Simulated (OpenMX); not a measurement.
Crystal: Zn.

```
Zn
1.0
     0.00399    2.00457    1.96702
     1.95665   -0.00432    1.97532
     1.92741    1.98363    0.02492
Zn
1
Direct
  0.97223 0.01156 0.01002
```

The cell isn't the ideal one: cell strained at random at fixed volume.

Base run:

```yaml
Program: OpenMX 3.8.5
Functional: PBE
Potentials_or_basis: OpenMX 2013 PBE set, Zn6.0H-s2p2d1, grid cutoff 500 Ry
k_mesh: 13 × 13 × 13
Occupations: fermi-dirac, width 0.05 eV
Spin: no spin polarisation
```

Its results: band gap on the k mesh none (metal or under the smearing width); pressure 4.4 GPa.

The run is repeated on the same cell with these changes: potentials or basis from OpenMX 2013 PBE set, Zn6.0H-s2p2d1, grid cutoff 500 Ry to OpenMX 2013 PBE set, Zn6.0H-s3p2d2f1, grid cutoff 500 Ry. What comes out?

Band gap on the k mesh none (metal or under the smearing width); pressure 1.7 GPa.

Caveats: the basis of atomic orbitals isn't converged, which shifts pressures, moduli and gaps; the transition metal has a single d function, too few for pressures, volumes and moments (some runs).
